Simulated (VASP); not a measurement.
Runs of VASP 6.6.1 on Ag. The structure is cubic, space group Fm-3m (No. 225). The conventional cell has a = 4.085 Å, b = 4.085 Å, c = 4.085 Å, α = 90.00°, β = 90.00°, γ = 90.00°. Ag (site symmetry m-3m) is surrounded by 12 Ag at 2.89 Å. 

```csv
task,level,cell,k mesh,cutoff (eV),smearing,grid for exact exchange (PRECFOCK),screening parameter,mesh quality,gap on the mesh (eV),pressure (GPa),relaxed volume (Å³/atom)
relaxation of cell and atoms,HSE06,relaxed,6 × 6 × 6,600,fermi-dirac 0.05 eV,Normal,0.2 1/A,coarse,none,0.0,18.02
single point,PBE,as given,11 × 11 × 11,520,gaussian 0.018 eV,-,-,not flagged,none,4.1,-
relaxation of cell and atoms,HSE03,relaxed,6 × 6 × 6,600,fermi-dirac 0.05 eV,Normal,-,coarse,none,0.0,(a)
single point,PBE,as given,11 × 11 × 11,520,gaussian 0.017 eV,-,-,not flagged,none,4.1,-
```

Alike in all rows: potentials or basis VASP PAW PBE potentials, release 64 (Ag); no spin polarisation.

Question: Fill in the values left out.

Answer: (a) 18.05.

Caveats: some runs use coarse meshes; the PAW data sets were made with another functional, which shifts forces and pressure a little (some runs).

A k mesh can miss the band edges, and the runs leave out spin-orbit coupling on Ag.

A gap of «none» marks a metal or a gap under the smearing width.
